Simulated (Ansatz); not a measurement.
We consider rock-salt LiI, described by r²SCAN-D4 (PAW; Ansatz, an electronic-structure program).

Settings: plane-wave cutoff 560 eV, 10×10×10 k mesh, Fermi–Dirac smearing 0.01 eV, scalar-relativistic PAW data made under PBE.

Response to compression and expansion:

```json
[
 {"V (Å³/atom)": "25.184", "P (GPa)": "1.54", "direct gap at Γ (eV)": "5.510", "smallest gap on the k mesh (eV)": "5.009"},
 {"V (Å³/atom)": "25.720", "P (GPa)": "0.97", "direct gap at Γ (eV)": "5.404", "smallest gap on the k mesh (eV)": "5.009"},
 {"V (Å³/atom)": "26.256", "P (GPa)": "0.46", "direct gap at Γ (eV)": "5.304", "smallest gap on the k mesh (eV)": "5.008"},
 {"V (Å³/atom)": "26.792", "P (GPa)": "0.00", "direct gap at Γ (eV)": "5.209", "smallest gap on the k mesh (eV)": "5.007"},
 {"V (Å³/atom)": "27.328", "P (GPa)": "-0.41", "direct gap at Γ (eV)": "5.120", "smallest gap on the k mesh (eV)": "5.005"},
 {"V (Å³/atom)": "27.864", "P (GPa)": "-0.78", "direct gap at Γ (eV)": "5.036", "smallest gap on the k mesh (eV)": "5.003"},
 {"V (Å³/atom)": "28.399", "P (GPa)": "-1.11", "direct gap at Γ (eV)": "4.956", "smallest gap on the k mesh (eV)": "4.954"}
]
```

The fundamental gap (5.01 eV at the equilibrium volume, with added k points) lies elsewhere than Γ–Γ.

Measured, for comparison: band gap 6.4 eV (temperature not stated, no zero-point or thermal correction, our sources range from 6.10 to 6.40; as tabulated in Aguado et al. (1998), arXiv:cond-mat/9809176).

Spin–orbit coupling is not included; with these elements it can move the gap by several tenths of an eV or more.
